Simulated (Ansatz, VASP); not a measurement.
**Two plane-wave programs on BaZrO3**

```xyz
5
Lattice="4.1815 0.0000 0.0000 0.0000 4.1815 0.0000 0.0000 0.0000 4.1815" Properties=species:S:1:pos:R:3 pbc="T T T"
Ba    2.0200    2.1615    2.0907
Zr    0.0000    0.0000    0.0000
O     2.0907    0.0000    0.0000
O     0.0000    2.0907    0.0000
O     0.0000    0.0000    2.0907
```

Change from the starting cell: all Ba atoms moved -0.100 Å, as atom 1 along Cartesian [1 -1 0].

Alike in both runs: task single point; functional PBE; k mesh 6 × 6 × 6; occupations gaussian, width 0.05 eV; no spin polarisation.

|  | VASP | Ansatz |
| --- | --- | --- |
| version | VASP 6.6.1 | Ansatz 0.2.0 |
| potentials or method | VASP PAW PBE potentials, release 64 (Ba_sv, Zr_sv, O) | scalar-relativistic, plane waves, PAW |
| plane-wave cutoff (eV) | 520 | 420 |
| valence electrons in the cell | 40 | 40 |

Ansatz gave:

| Property | Result |
| --- | --- |
| gap on the k mesh at the Fermi level (eV) | 3.25 |
| least direct gap on the mesh (eV) | 3.43 |
| pressure (GPa) | 5.4 |
| largest component of the traceless stress (GPa) | 0.19 |
| rms of the force components (eV/Å) | 0.136 |

**Question.** What did VASP give for the same quantities?

**Answer.** gap on the k mesh at the Fermi level (eV): 3.20; least direct gap on the mesh (eV): 3.41; pressure (GPa): 6.5; largest component of the traceless stress (GPa): 0.21; rms of the force components (eV/Å): 0.145.

Atom by atom the forces differ by 0.014 eV/Å (rms over components).

Caveats: spin-orbit coupling is left out, which moves the levels of the heavy elements. A k mesh can miss the band edges.
